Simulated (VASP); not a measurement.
Input of a VASP 6.6.1 run:

Contents of INCAR:

```
PREC = Accurate
ENCUT = 600
EDIFF = 1E-6
ISMEAR = 1
SIGMA = 0.2
LREAL = F
LASPH = T
NELM = 100
ALGO = Normal
ISIF = 3
LWAVE = F
LCHARG = F
GGA = CX
LUSE_VDW = T
AGGAC = 0.0
IBRION = 2
NSW = 60
EDIFFG = -0.005
```

KPOINTS

```
Automatic mesh
0
Gamma
  7 7 7
```

File POSCAR:

```
K
4.7968
    0.000000000000      0.707111578135      0.707111578135
    0.707111578135      0.000000000000      0.707111578135
    0.707111578135      0.707111578135      0.000000000000
K
1
Direct
    0.0000000000      0.0000000000      0.0000000000
```

Potentials or basis: VASP PAW PBE potentials, release 64 (K_sv).

The run is started by

```console
$ cat potpaw_PBE.64/K_sv/POTCAR > POTCAR
$ mpirun -np 1 vasp_std > vasp.out
```

**Question.** Estimate the space group after relaxing (to 0.05 Å).

**Answer.** Fm-3m (No. 225).

**Question.** What does it give for the relaxed volume?

**Answer.** 74.24 Å³/atom.

Final structure:
```cif
data_structure
_symmetry_space_group_name_H-M 'P 1'
_symmetry_Int_Tables_number 1
_cell_length_a 4.7176
_cell_length_b 4.7176
_cell_length_c 4.7176
_cell_angle_alpha 60.000
_cell_angle_beta 60.000
_cell_angle_gamma 60.000
_cell_volume 74.24
loop_
_atom_site_label
_atom_site_type_symbol
_atom_site_fract_x
_atom_site_fract_y
_atom_site_fract_z
_atom_site_occupancy
K1 K 0.00000 0.00000 0.00000 1
```

Caveat: the PAW data sets were made with another functional, which shifts forces and pressure a little.
